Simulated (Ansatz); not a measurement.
Cu:

```
CELL_PARAMETERS angstrom
0.00000 1.80750 1.80750
1.80750 0.00000 1.80750
1.80750 1.80750 0.00000
ATOMIC_POSITIONS crystal
Cu 0.00000 0.00000 0.00000
```

Base run:

```yaml
Program: Ansatz 0.2.0
Functional: RPBE
Potentials_or_basis: Ansatz PAW
Cutoff: "420 eV (not typed: the program's choice for these potentials)"
k_mesh: 13 × 13 × 13
Occupations: fermi-dirac, width 0.05 eV
Spin: no spin polarisation
```

Its results: band gap on the k mesh none (metal or under the smearing width); pressure 6.6 GPa.

**Question.** After a change of settings the same cell gave: band gap on the k mesh none (metal or under the smearing width); pressure -6.6 GPa. Which change was it?
A. functional from RPBE to PBE; k mesh from 13 × 13 × 13 to 9 × 9 × 9
B. functional from RPBE to PBE; potentials or basis from Ansatz PAW to SSSP precision PAW; cutoff from 420 eV (not typed: the program's choice for these potentials) to 1225 eV; valence electrons from 19 to 11
C. functional from RPBE to PBEsol
D. functional from RPBE to PBE; cutoff from 420 eV (not typed: the program's choice for these potentials) to 250 eV

**Answer.** C.

PBEsol binds more tightly than RPBE, so the same cell stands under less pressure.

Caveats: the PAW data sets come from PBE, with cores solved anew for the run's functional, which leaves a small shift of forces and pressure.
